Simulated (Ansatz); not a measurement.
Crystal: Bi2Se3 (Paraguanajuatite).

```xyz
5
Lattice="2.0715 1.1960 9.5453 -2.0715 1.1960 9.5453 0.0000 -2.3920 9.5453" Properties=species:S:1:pos:R:3 pbc="T T T"
Bi    0.0000    0.0000   17.1587
Bi    0.0000    0.0000   11.4773
Se    0.0000    0.0000   22.5738
Se    0.0000    0.0000    6.0622
Se    0.0000    0.0000    0.0000
```

Base run:

- Program: Ansatz 0.2.0
- Functional: r2SCAN
- Potentials or basis: Ansatz PAW
- Cutoff: 500 eV (not typed: the program's choice for these potentials)
- k mesh: 8 × 8 × 8
- Occupations: fermi-dirac, width 0.05 eV
- Spin: no spin polarisation

Its results: band gap on the k mesh 0.49 eV, direct; pressure 1.4 GPa; largest force 0.080 eV/Å.

Q: After a change of settings the same cell gave: band gap on the k mesh 0.27 eV, direct; pressure 6.3 GPa; largest force 0.305 eV/Å. Which change was it?
A. functional from r2SCAN to revPBE; cutoff from 500 eV (not typed: the program's choice for these potentials) to 420 eV (not typed: the program's choice for these potentials)
B. functional from r2SCAN to BLYP; cutoff from 500 eV (not typed: the program's choice for these potentials) to 420 eV (not typed: the program's choice for these potentials)
C. functional from r2SCAN to LDA; cutoff from 500 eV (not typed: the program's choice for these potentials) to 420 eV (not typed: the program's choice for these potentials)
D. functional from r2SCAN to RPBE; cutoff from 500 eV (not typed: the program's choice for these potentials) to 420 eV (not typed: the program's choice for these potentials)

A: B.

r2SCAN gives the wider gap, since meta-GGAs in the generalised Kohn-Sham scheme recover part of the derivative discontinuity.

Caveats: spin-orbit coupling is left out, which as a rule narrows the gap of such compounds by several tenths of an eV; the PAW data sets come from PBE, with cores solved anew for the run's functional, which leaves a small shift of forces and pressure.

Runs at the PBE level aren't shown here.
